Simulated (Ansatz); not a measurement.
# Al2O3 (Pnnm) in Ansatz: further runs

Aim: see how the results for Al2O3 move with the level of theory and the settings. Levels: PBEsol, r2SCAN. Tasks: relaxation of cell and atoms.

Program: Ansatz 0.2.0. These are calculated values, not measurements. Logs are shortened: lines on timing, memory, paths and dates and some standing lists are left out, and cuts for length are marked.

## 1. The crystal as given

Symmetry: Pnnm, No. 58, orthorhombic system. The conventional cell has a = 4.614 Å, b = 9.563 Å, c = 3.120 Å, α = 90.00°, β = 90.00°, γ = 90.00°. Around Al (site symmetry m) lie 4 O at 1.68 to 1.82 Å. Around O (site symmetry 2/m) lie 2 Al at 1.68 Å. O (site symmetry m) has 3 Al at 1.82 Å as nearest neighbours.

Measurements of this composition are mostly on another form, of space group No. 167.

## 2. Relaxation of cell and atoms, PBEsol

Input file input.yaml:

```yaml
crystal:
  lattice:
    - [4.613777, 0.0, 0.0]
    - [0.0, 9.563279, 0.0]
    - [0.0, 0.0, 3.119862]
  atoms:
    - { symbol: Al, position: [0.982975, 0.824573, 0.0] }
    - { symbol: Al, position: [0.017025, 0.175427, 0.0] }
    - { symbol: Al, position: [0.482975, 0.675427, 0.5] }
    - { symbol: Al, position: [0.517025, 0.324573, 0.5] }
    - { symbol: O, position: [0.5, 0.5, 0.5] }
    - { symbol: O, position: [0.123635, 0.75305, 0.5] }
    - { symbol: O, position: [0.376365, 0.25305, 0.0] }
    - { symbol: O, position: [0.623635, 0.74695, 0.0] }
    - { symbol: O, position: [0.0, 0.0, 0.0] }
    - { symbol: O, position: [0.876365, 0.24695, 0.5] }
hamiltonian:
  xc: pbesol
  pseudopotentials: { kind: paw }
kpoints:
  mp_grid: { grid: [6, 3, 9] }
scf:
  occupations: { method: fermi_dirac, width: 0.05 }
output:
  forces: true
  stress: true
  eigenvalues: true
relax:
  f_tol: 0.01
  max_steps: 40
  cell: { stress_tol: 0.05 }
```

Potentials or basis: Ansatz PAW.

Started as:

```console
$ ansatz run input.yaml --threads 4 --pin off --max-ram 11264MiB --backend cpu --events-out ev --progress --plain --runs-dir out
```

What it wrote:

```text
Warning: RAYON_NUM_THREADS=4 ignored (pool sized by the plan → 4); use --threads N
Engine: ansatz 0.2.0, x86_64-unknown-linux-gnu
Pseudopotentials: kind: paw
Pseudopotential: Al, paw, valence charge 3, recommended cutoff 420 eV (normal), Al.paw.azcp
Pseudopotential: O, paw, valence charge 6, recommended cutoff 420 eV (normal), O.paw.azcp
Functional definition: PBEsol
  exchange = pbesol_x
  correlation = pbesol_c
Crystal: 10 atoms, lattice volume = 137.657 Å³
Basis set: ecut = 420 eV, 2707 PW (Γ), exchange–correlation on 64×128×48 points (8 copies of the dense FFT grid, shifted against one another)
Bands: 34, of which v1, the nominal top of the filled ones, is band 24 counted from 1 (23 counted from 0)
Symmetry: 8 space group operations
Space group: Pnnm (ITA 58), of the structure as read, at distance tolerance 5.2e-5 Å
k-points: 40 of 162
Non-local potential: Al, projectors of the file, l = 0: 2, l = 1: 2, l = 2: 1
Non-local potential: O, projectors of the file, l = 0: 2, l = 1: 2, l = 2: 1
PAW form: soft (Blöchl's): semilocal exchange-correlation on the pseudo side does not see the compensation charge
PAW frozen core: Al, regenerated for the run's functional, and the local potential with it (the file was generated under x = pbe(κ = 0.804, μ = 0.2195149727645171), c = pbe(β = 0.06672455060314922))
PAW frozen core: O, regenerated for the run's functional, and the local potential with it (the file was generated under x = pbe(κ = 0.804, μ = 0.2195149727645171), c = pbe(β = 0.06672455060314922))
PAW one-centre angular grid: Al, 110 points (default); XC on 64 Gauss nodes
PAW one-centre angular grid: O, 110 points (default); XC on 64 Gauss nodes
Initial density: superposition of atomic densities (neutral atoms: chi_scale 0, normalization atom), corrected by the library's trained network
Initial wavefunctions: pseudopotential atomic-orbital guess
Functional: x = pbesol(κ = 0.804, μ = 0.12345679012345678), c = pbesol(β = 0.046)
SCF iter   1: F=—  HF=-5477.029482 eV  |F-HF|=—  |Δ(HF+E_count)|=         —  Δρ=1.15e-2  dr2=1.51e-1  ethr=1.77e-3  ⟨swp⟩=6.8  Hψ=7020  notcnv=0  defer=6
preconditioner: auto → Resta (q_TF=auto, 2.289 Å⁻¹)  ε∞=3.2  [insulator: Δε(μ)=3.324 eV  Ē_g=14.925 eV  σ=0.050 eV  W_gap=1.00  n_scr=22 (ndim 8)  ℏωp=21.9 eV  f_vac=0.149  D(μ)=0.00/eV (n_scr^D=0)  ε∞_Penn≈3.2]
SCF iter   2: F=—  HF=-5476.985869 eV  |F-HF|=—  |Δ(HF+E_count)|=   4.36e-2  Δρ=2.16e-3  dr2=3.01e-3  ethr=3.14e-4  ⟨swp⟩=2.5  Hψ=2707  notcnv=0  defer=125
SCF iter   3: F=—  HF=-5476.985775 eV  |F-HF|=—  |Δ(HF+E_count)|=   9.42e-5  Δρ=8.48e-4  dr2=9.00e-4  ethr=6.27e-6  ⟨swp⟩=2.1  Hψ=1996  notcnv=0  defer=125
SCF iter   4: F=—  HF=-5476.986546 eV  |F-HF|=—  |Δ(HF+E_count)|=   7.71e-4  Δρ=5.43e-4  dr2=3.69e-4  ethr=1.88e-6  ⟨swp⟩=2.5  Hψ=2197  notcnv=0  defer=125
SCF iter   5: F=—  HF=-5476.986631 eV  |F-HF|=—  |Δ(HF+E_count)|=   8.44e-5  Δρ=9.09e-5  dr2=2.26e-5  ethr=7.69e-7  ⟨swp⟩=2.2  Hψ=1870  notcnv=0  defer=125
SCF iter   6: F=—  HF=-5476.986054 eV  |F-HF|=—  |Δ(HF+E_count)|=   5.77e-4  Δρ=4.61e-5  dr2=1.80e-6  ethr=4.71e-8  ⟨swp⟩=2.1  Hψ=2077  notcnv=0  defer=125
SCF iter   7: F=-5476.986055 eV  HF=-5476.986054 eV  |F-HF|=9.01e-8  |Δ(HF+E_count)|=   9.50e-7  Δρ=5.04e-6  dr2=4.85e-8  ethr=2.08e-10  ⟨swp⟩=10.1  Hψ=7484  notcnv=0
SCF 1 converged in 7 iterations: F = -5476.986055 eV  dr2 = 4.85e-8
relax step   1: F+E_penalty+E_count = -5476.98605457 eV  Δ(F+E_penalty+E_count) = +0.000e0 eV  max|allowed force component| = 1.567e-1 eV/Å  Δτ_max = 0.0000 Å  P = -2.590 GPa  Ω = 137.657 Å³  (7 SCF iters, dr2 threshold 1.00e-7 eV, accepted)
Crystal: 10 atoms, lattice volume = 137.053 Å³
Basis set: ecut = 420 eV, 2661 PW (Γ), exchange–correlation on 64×128×48 points (8 copies of the dense FFT grid, shifted against one another)
Initial density: handed on by an earlier stage of this run
Initial wavefunctions: those handed on with the density
iter 1 solved again at ethr=7.61e-5 eV; its pass at ethr=3.10e-3 eV (dr2=3.65e-2 eV) is discarded
SCF iter   1: F=—  HF=-5477.066038 eV  |F-HF|=—  |Δ(HF+E_count)|=         —  Δρ=6.33e-3  dr2=3.70e-2  ethr=7.61e-5  ⟨swp⟩=1.6  Hψ=7121  notcnv=0
preconditioner: auto → Resta (q_TF=auto, 2.291 Å⁻¹)  ε∞=3.1  [insulator: Δε(μ)=3.440 eV  Ē_g=15.099 eV  σ=0.050 eV  W_gap=1.00  n_scr=22 (ndim 8)  ℏωp=22.0 eV  f_vac=0.146  D(μ)=0.00/eV (n_scr^D=0)  ε∞_Penn≈3.1]
SCF iter   2: F=—  HF=-5477.059957 eV  |F-HF|=—  |Δ(HF+E_count)|=   6.08e-3  Δρ=3.52e-3  dr2=1.10e-2  ethr=7.61e-5  ⟨swp⟩=1.0  Hψ=1360  notcnv=0
SCF iter   3: F=—  HF=-5477.058903 eV  |F-HF|=—  |Δ(HF+E_count)|=   1.05e-3  Δρ=1.30e-3  dr2=1.66e-3  ethr=2.30e-5  ⟨swp⟩=2.0  Hψ=1891  notcnv=0
SCF iter   4: F=—  HF=-5477.058504 eV  |F-HF|=—  |Δ(HF+E_count)|=   3.99e-4  Δρ=2.16e-4  dr2=3.75e-5  ethr=3.46e-6  ⟨swp⟩=2.0  Hψ=2002  notcnv=0
SCF iter   5: F=—  HF=-5477.057993 eV  |F-HF|=—  |Δ(HF+E_count)|=   5.10e-4  Δρ=1.03e-4  dr2=1.17e-5  ethr=7.81e-8  ⟨swp⟩=2.0  Hψ=2189  notcnv=0
[... 126 lines left out ...]
SCF iter   1: F=—  HF=-5477.179229 eV  |F-HF|=—  |Δ(HF+E_count)|=         —  Δρ=4.09e-5  dr2=8.67e-8  ethr=2.07e-7  ⟨swp⟩=3.1  Hψ=10787  notcnv=0
SCF iter   2: F=—  HF=-5477.179317 eV  |F-HF|=—  |Δ(HF+E_count)|=   8.79e-5  Δρ=2.07e-5  dr2=2.43e-8  ethr=1.81e-10  ⟨swp⟩=2.6  Hψ=2430  notcnv=0
SCF iter   3: F=—  HF=-5477.179339 eV  |F-HF|=—  |Δ(HF+E_count)|=   2.20e-5  Δρ=2.83e-6  dr2=3.98e-9  ethr=5.07e-11  ⟨swp⟩=2.0  Hψ=2202  notcnv=0
SCF iter   4: F=—  HF=-5477.179339 eV  |F-HF|=—  |Δ(HF+E_count)|=   2.05e-7  Δρ=6.00e-7  dr2=3.07e-10  ethr=8.29e-12  ⟨swp⟩=2.0  Hψ=2080  notcnv=0
SCF iter   5: F=—  HF=-5477.179339 eV  |F-HF|=—  |Δ(HF+E_count)|=   2.03e-9  Δρ=3.97e-7  dr2=1.08e-10  ethr=1.00e-12  ⟨swp⟩=5.8  Hψ=4960  notcnv=0
SCF iter   6: F=-5477.179339 eV  HF=-5477.179339 eV  |F-HF|=7.28e-12  |Δ(HF+E_count)|=   2.49e-9  Δρ=1.43e-7  dr2=1.45e-11  ethr=1.00e-12  ⟨swp⟩=4.0  Hψ=4200  notcnv=0
SCF 13 converged in 6 iterations: F = -5477.179339 eV  dr2 = 1.45e-11
relax step  13: F+E_penalty+E_count = -5477.17933947 eV  Δ(F+E_penalty+E_count) = +3.171e-5 eV  max|allowed force component| = 3.130e-4 eV/Å  Δτ_max = 0.0000 Å  P = -0.000 GPa  Ω = 135.375 Å³  stress off target by 9.81e-3 GPa  SCF on the basis re-selected at this cell (its energy is not comparable with the rows above)  (6 SCF iters)
basis re-selected at this cell: Δ(F+E_penalty+E_count) = +3.171e-5 eV, ΔP = -0.001 GPa vs the last step (what re-selecting the basis moved, of the pressure what is left beyond the Pulay correction that the steps carried, after the strain that the cell walked since its last selection, with what the two solves' SCF thresholds leave and, on support functions, any second-order correction that the steps lacked; it is no measure of the basis error at this ecutwfc). This SCF's stress stands 9.81e-3 GPa from its target on what of the cell is left free (relax.cell.stress_tol is 5.00e-2 GPa) and its largest allowed force component is 3.13e-4 eV/Å (relax.f_tol is 1.00e-2 eV/Å): within both
SCF converged after 6 iterations
Free energy (F): -5477.179339 eV
Harris-Foulkes:  -5477.179339 eV  (|F-HF|=7.28e-12)
Internal energy: -5477.179339 eV  (E = F + TS)
E sigma→0 (E₀):  -5477.179339 eV
Fermi energy:    4.802691 eV
--- Per-component energies (eV) ---
  E_band       = -188.808120
  E_kinetic    = 1164.837504
  E_local      = -3029.187256  (includes V_loc(G=0)·N_el)
  E_nonlocal   = 330.614065
  E_hartree    = 1131.034139
  E_xc         = -598.669544
  E_vxc        = -682.435622  (∫ρ·V_xc dr)
  E_paw        = -2738.570846  (= ΣΔE_a)
  E_vpaw       = -234.720351  (= ΣTr[D̂ρ^β])
  E_aug_tail   = 0.015220  (compensation charges beyond the density's cutoff)
  E_ewald      = -1737.540904
  E_core_change = 0.288284  (= ΣΔE_core)
  E_smearing   = -0.000000  (= −TS)
  E_closure    = -0.000000  (closes the sum)
  Σ components = -5477.179339   (vs F -5477.179339, Δ=0.00e0)
--- Forces (eV/Å), atoms counted from 1 ---
  atom   1  Al     0.00001216     0.00031304     0.00000000
  atom   2  Al    -0.00001216    -0.00031304     0.00000000
  atom   3  Al     0.00001216    -0.00031304     0.00000000
  atom   4  Al    -0.00001216     0.00031304     0.00000000
  atom   5  O      0.00000000     0.00000000     0.00000000
  atom   6  O     -0.00001169     0.00007583     0.00000000
  atom   7  O      0.00001169     0.00007583     0.00000000
  atom   8  O     -0.00001169    -0.00007583     0.00000000
  atom   9  O      0.00000000     0.00000000     0.00000000
  atom  10  O      0.00001169    -0.00007583     0.00000000
  max |Σ_I F_I| component: 0.00e0 eV/Å
--- Stress (GPa, compression-positive) ---
        0.007799       0.000000       0.000000
        0.000000       0.000940       0.000000
        0.000000       0.000000      -0.009811
  P = ⅓ Tr σ = -0.0004 GPa (-0.004 kbar)
--- Band table (eV; the first three rows and the last of 40) ---
  k-point 0: bands = ["-16.0439", "-15.9662", "-14.8041", "-14.7852", "-13.4236", "-13.2870", "-4.0862", "-3.4453", "-1.5537", "-1.5071", "-1.0351", "-1.0091", "-0.8118", "-0.8117", "-0.7462", "-0.0428", "-0.0364", "0.6360", "1.0078", "1.3162", "1.7005", "2.4798", "2.9615", "3.0222", "6.4281", "8.0990", "9.3301", "9.4184", "9.8812", "10.8089", "12.0000", "13.1206", "13.1584", "13.6313"]
  k-point 1: bands = ["-15.9670", "-15.8928", "-14.7863", "-14.7714", "-13.3934", "-13.2606", "-3.9713", "-3.3474", "-1.5968", "-1.4933", "-1.3355", "-1.1792", "-0.9469", "-0.8742", "-0.6765", "-0.3903", "-0.2126", "0.6409", "0.9719", "1.2766", "1.7636", "2.4762", "2.6618", "2.7915", "6.9014", "8.4275", "9.5296", "9.7727", "10.2364", "10.9411", "12.3822", "13.0160", "13.0335", "13.7971"]
  k-point 2: bands = ["-15.7528", "-15.6889", "-14.7552", "-14.7491", "-13.3135", "-13.1950", "-3.6521", "-3.0709", "-2.1047", "-1.9954", "-1.7972", "-1.3255", "-1.1154", "-1.0605", "-0.9281", "-0.4955", "-0.4551", "0.6218", "0.8811", "1.1480", "1.9146", "2.0789", "2.2782", "2.4508", "7.9659", "9.0953", "9.7971", "10.7701", "10.7792", "11.2111", "12.8263", "12.9584", "13.2870", "14.1793"]
  k-point 39: bands = ["-14.9961", "-14.9961", "-14.9823", "-14.9823", "-13.1104", "-13.1104", "-3.8509", "-3.8509", "-3.6141", "-3.6141", "-1.2189", "-1.2189", "-1.1301", "-1.1301", "-0.6014", "-0.6014", "0.6773", "0.6773", "0.8729", "0.8729", "1.4562", "1.4562", "2.2122", "2.2122", "9.9682", "9.9682", "11.0714", "11.0714", "11.2184", "11.2184", "11.7252", "11.7252", "12.9541", "12.9541"]
--- Relaxed structure (11 steps of the walk, 11 accepted, 2 SCFs on fresh bases) ---
  F+E_penalty+E_count = -5477.17933947 eV   max|allowed force component| = 3.130e-4 eV/Å   (the final SCF, on the basis selected at the relaxed cell)
  cell:  # Å, volume = 135.3748 Å³
    - [4.6661175391264464, 0.0, 0.0]
    - [0.0, 9.66098425943282, 0.0]
    - [0.0, 0.0, 3.003037514701221]
  atoms:
    - { symbol: Al, position: [1.0743557272168018, 0.8300777015641193, 0.0] }
    - { symbol: Al, position: [-0.07435572721680189, 0.16992229843588075, 0.0] }
    - { symbol: Al, position: [0.5743557272168021, 0.669922298435881, 0.5] }
    - { symbol: Al, position: [0.425644272783198, 0.33007770156411936, 0.5] }
    - { symbol: O, position: [0.5, 0.5, 0.5] }
    - { symbol: O, position: [0.2533349657444916, 0.7743933238572698, 0.5] }
    - { symbol: O, position: [0.24666503425550848, 0.27439332385726967, 0.0] }
    - { symbol: O, position: [0.7533349657444915, 0.7256066761427304, 0.0] }
    - { symbol: O, position: [0.0, -7.255768553764078e-20, 0.0] }
    - { symbol: O, position: [0.7466650342555087, 0.22560667614273042, 0.5] }
```

Wall time 2.9 min (4 threads of Intel Xeon at 2.50GHz (Skylake/Cascade Lake), shared host); peak memory 0.56 GiB.

What came out:

| Quantity | Value |
| --- | --- |
| Free energy | -5477.1793 eV |
| Relaxed volume | 13.54 Å³/atom |
| Relaxed cell | a = 4.666 Å, b = 9.661 Å, c = 3.003 Å, α = 90.00°, β = 90.00°, γ = 90.00° |
| Space group after relaxing (to 0.05 Å) | Pnnm (No. 58) |
| Energy gained by relaxing | 19.3 meV/atom |
| Ionic steps | 13 |
| Pressure after relaxing | 0.0 GPa |
| Band gap on the k mesh | 3.41 eV, direct |

Step by step:
```
step  energy change (eV)  largest force (eV/Å)  volume (Å³)
   1              0.0000                0.1729       137.66
   2             -0.0719                0.1238       137.05
   3             -0.1461                0.1151       136.99
   4             -0.1700                0.0687       136.59
   5             -0.1812                0.1763       137.19
   6             -0.1942                0.0315       135.86
   7             -0.1953                0.0135       135.65
   8             -0.1963                0.0101       135.44
   9             -0.1965                0.0018       135.39
  10             -0.1931                0.0023       135.39
  11             -0.1933                0.0044       135.36
  12             -0.1933                0.0003       135.37
  13             -0.1933                0.0003       135.37
```

Final structure:
```
Al O
1.0
     4.66612    0.00000    0.00000
     0.00000    9.66098    0.00000
     0.00000    0.00000    3.00304
Al O
4 6
Direct
  0.07436 0.83008 0.00000
  0.92564 0.16992 0.00000
  0.57436 0.66992 0.50000
  0.42564 0.33008 0.50000
  0.50000 0.50000 0.50000
  0.25333 0.77439 0.50000
  0.24667 0.27439 0.00000
  0.75333 0.72561 0.00000
  0.00000 0.00000 0.00000
  0.74667 0.22561 0.50000
```

Levels at points of the mesh, in eV from the valence-band top:
| k point | band 20 | band 21 | band 22 | band 23 | band 24 | band 25 | band 26 | band 27 | band 28 | band 29 |
| --- | --- | --- | --- | --- | --- | --- | --- | --- | --- | --- |
| (0.00, 0.00, 0.00) | -1.71 | -1.32 | -0.54 | -0.06 | 0.00 | 3.41 | 5.08 | 6.31 | 6.40 | 6.86 |
| (-0.50, 0.00, 0.00) | -2.50 | -1.05 | -1.05 | -0.02 | -0.02 | 5.83 | 5.83 | 6.53 | 6.53 | 7.48 |

Caveat: odd divisions of the mesh miss points on the zone boundary, where band edges often lie, so the gap on the mesh can be too wide; the plane-wave basis is chosen anew once the cell has moved, so the energies of steps on either side of that aren't comparable; the pressure holds a Pulay correction of +0.6 GPa for the finite cutoff; the PAW data sets come from PBE, with cores solved anew for the run's functional, which leaves a small shift of forces and pressure.

## 3. Relaxation of cell and atoms, r2SCAN

input.yaml, as its differences from that of step 2:

```diff
@@ -17,3 +17,3 @@
 hamiltonian:
-  xc: pbesol
+  xc: r2scan
   pseudopotentials: { kind: paw }
@@ -27,2 +27,6 @@
   eigenvalues: true
+  write_density: true
+  write_potential: true
+  elf: true
+  volumetric_format: npy
 relax:
```

Potentials or basis: Ansatz PAW.

Started as:

```console
$ ansatz run input.yaml --threads 4 --pin off --max-ram 11264MiB --backend cpu --events-out ev --progress --plain --runs-dir out
```

Run time: 4.3 min. Hardware: 4 threads of Intel Xeon at 2.50GHz (Skylake/Cascade Lake), shared host; peak memory 0.84 GiB.

It converged, with:

* Free energy: -5589.2932 eV
* Relaxed volume: 13.32 Å³/atom
* Relaxed cell: a = 4.627 Å, b = 9.609 Å, c = 2.996 Å, α = 90.00°, β = 90.00°, γ = 90.00°
* Space group after relaxing (to 0.05 Å): Pnnm (No. 58)
* Energy gained by relaxing: 24.7 meV/atom
* Ionic steps: 11
* Pressure after relaxing: 0.0 GPa
* Largest force after relaxing: 0.009 eV/Å
* Band gap on the k mesh: 4.12 eV, direct

Forces in eV/Å, atoms in the order of the input:
```
Al  -0.007 -0.002  0.000
Al   0.007  0.002  0.000
Al  -0.007  0.002  0.000
Al   0.007 -0.002  0.000
O    0.000  0.000  0.000
O    0.008 -0.005  0.000
O   -0.008 -0.005  0.000
O    0.008  0.005  0.000
O    0.000  0.000  0.000
O   -0.008  0.005  0.000
```

The path:
| step | energy change (eV) | largest force (eV/Å) | volume (Å³) |
| --- | --- | --- | --- |
| 1 | 0.0000 | 0.2093 | 137.66 |
| 2 | -0.0995 | 0.1571 | 136.51 |
| 3 | -0.1927 | 0.1168 | 135.64 |
| 4 | -0.2168 | 0.0663 | 135.54 |
| 5 | -0.2352 | 0.1697 | 135.97 |
| 6 | -0.2469 | 0.0560 | 134.26 |
| 7 | -0.2482 | 0.0158 | 133.91 |
| 8 | -0.2490 | 0.0371 | 133.37 |
| 9 | -0.2493 | 0.0092 | 133.22 |
| 10 | -0.2493 | 0.0089 | 133.23 |
| 11 | -0.2473 | 0.0093 | 133.23 |

Final structure:
```yaml
crystal:
  lattice:
    - [4.62707, 0.00000, 0.00000]
    - [0.00000, 9.60904, 0.00000]
    - [0.00000, 0.00000, 2.99645]
  atoms:
    - { symbol: Al, position: [0.08496, 0.83079, 0.00000] }
    - { symbol: Al, position: [0.91504, 0.16921, 0.00000] }
    - { symbol: Al, position: [0.58496, 0.66921, 0.50000] }
    - { symbol: Al, position: [0.41504, 0.33079, 0.50000] }
    - { symbol: O, position: [0.50000, 0.50000, 0.50000] }
    - { symbol: O, position: [0.26707, 0.77739, 0.50000] }
    - { symbol: O, position: [0.23293, 0.27739, 0.00000] }
    - { symbol: O, position: [0.76707, 0.72261, 0.00000] }
    - { symbol: O, position: [0.00000, 0.00000, 0.00000] }
    - { symbol: O, position: [0.73293, 0.22261, 0.50000] }
```

Levels at points of the mesh, in eV from the valence-band top:
| k point | band 20 | band 21 | band 22 | band 23 | band 24 | band 25 | band 26 | band 27 | band 28 | band 29 |
| --- | --- | --- | --- | --- | --- | --- | --- | --- | --- | --- |
| (0.00, 0.00, 0.00) | -1.80 | -1.34 | -0.58 | -0.06 | 0.00 | 4.12 | 6.00 | 6.93 | 7.24 | 7.82 |
| (-0.50, 0.00, 0.00) | -2.56 | -1.07 | -1.07 | -0.02 | -0.02 | 6.65 | 6.65 | 7.49 | 7.49 | 8.24 |

Caveat: odd divisions of the mesh miss points on the zone boundary, where band edges often lie, so the gap on the mesh can be too wide; the plane-wave basis is chosen anew once the cell has moved, so the energies of steps on either side of that aren't comparable; the PAW data sets come from PBE, with cores solved anew for the run's functional, which leaves a small shift of forces and pressure. A k mesh can miss the band edges.
